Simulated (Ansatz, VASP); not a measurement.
## One calculation of ZnCu, two programs

File INCAR:

```
PREC     = Accurate       # precision mode
ENCUT    = 520            # plane-wave cutoff, eV
EDIFF    = 1E-7           # SCF threshold, eV
ISMEAR   = 0              # smearing method
SIGMA    = 0.15           # smearing width, eV
LREAL    = F              # projectors in reciprocal space
LASPH    = T              # aspherical terms in the spheres
NELM     = 80             # most SCF steps
ALGO     = Normal         # electronic algorithm
ISIF     = 2              # what is computed and relaxed
LWAVE    = F              # write WAVECAR
LCHARG   = T              # write CHGCAR
GGA      = PE             # functional
LELF     = T              # ELF
LVHAR    = T            
NBANDS   = 18             # bands
```

KPOINTS

```
Automatic mesh
0
Gamma
  16 16 16
```

File POSCAR:

```
ZnCu
1.0
    2.9626309844      0.0000000000      0.0000000000
    0.0000000000      2.9626309844      0.0000000000
    0.0000000000      0.0000000000      2.9626309844
Zn Cu
1 1
Direct
    0.5000000000      0.5000000000      0.5000000000
    0.0000000000      0.0000000000      0.0000000000
```

Input for Ansatz:

```yaml
crystal:
  lattice:
    - [2.9626309844, 0.0, 0.0]
    - [0.0, 2.9626309844, 0.0]
    - [0.0, 0.0, 2.9626309844]
  atoms:
    - { symbol: Zn, position: [0.5, 0.5, 0.5] }
    - { symbol: Cu, position: [0.0, 0.0, 0.0] }
basis:
  ecutwfc: 520.0
kpoints:
  mp_grid: { grid: [16, 16, 16] }
hamiltonian:
  xc: pbe
scf:
  occupations: { method: gaussian, width: 0.15 }
output:
  forces: true
  stress: true
  eigenvalues: true
```

Alike in both runs: task single point; functional PBE; k mesh 16 × 16 × 16; occupations gaussian, width 0.15 eV; no spin polarisation.

```csv
,VASP,Ansatz
version,VASP 6.6.1,Ansatz 0.2.0
potentials or method,"VASP PAW PBE potentials, release 64 (Zn, Cu)","scalar-relativistic, plane waves, PAW"
plane-wave cutoff (eV),520,520
valence electrons in the cell,23,31
```

```csv
,VASP,Ansatz,Ansatz less VASP
gap on the k mesh at the Fermi level (eV),none,none,-
pressure (GPa),0.7,0.1,-0.58
```

A gap of «none» marks a metal or a gap that the smearing closes. The two sets of potentials don't hold the same shells in valence.
